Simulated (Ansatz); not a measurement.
## From formation energies to a reaction energy: Si2Se

The calculation used DFT PBE, scalar-relativistic, plane waves, PAW in Ansatz 0.2.0. Settings: cutoff 420 eV, Γ-centred meshes spaced at most about 0.3 Å⁻¹ (2π included), Gaussian smearing. No spin polarisation.

The zero of energy is the elements' standard structures at the same level; no fitted shifts are applied.

All energies are static (0 K, no zero-point motion). No dispersion correction is applied, so the spacing and binding between layers, chains or molecules are poorly described (Si2Se Pm, SiSe2 Ibam). The reference form of Se is held partly by dispersion forces, which this level lacks.

A trial structure of Si2Se (reached from: a relaxed cell, shaken at random and relaxed again; relaxed: space group Pm (No. 6), a = 5.869 Å, b = 3.809 Å, c = 6.879 Å, β = 103.6°) has a formation energy of 0.208 eV/atom. It holds Si–Si chains (shortest 2.29 Å). At its composition the lowest mixture among the elements and 1 reference phase computed alike (others may be missing) consists of these:

| phase | source | ΔE_f (eV/atom) |
| --- | --- | --- |
| Si (solid) | element | -0.001 |
| SiSe2 (Ibam) | Materials Project | -0.459 |

The lowest database cell of Si (-0.001) lies slightly below the reference, hence the non-zero entry.

Problem. Write the balanced decomposition and find its energy per atom, per formula unit and per mole of formula units.

Solution. Balancing Si and Se gives 2 Si2Se → 3 Si + SiSe2. The left side holds 6 atoms, and the products take 3/6 (Si) and 3/6 (SiSe2) of them. The mixture therefore lies at 3/6 × (-0.001) + 3/6 × (-0.459) = -0.230 eV/atom. The reaction energy is -0.230 − (0.208) = -0.438 eV/atom. Times 3 atoms that is -1.314 eV per Si2Se, and times 96.485 it is -127 kJ per mole of Si2Se. Decomposition is downhill, so the trial structure is unstable against this mixture.
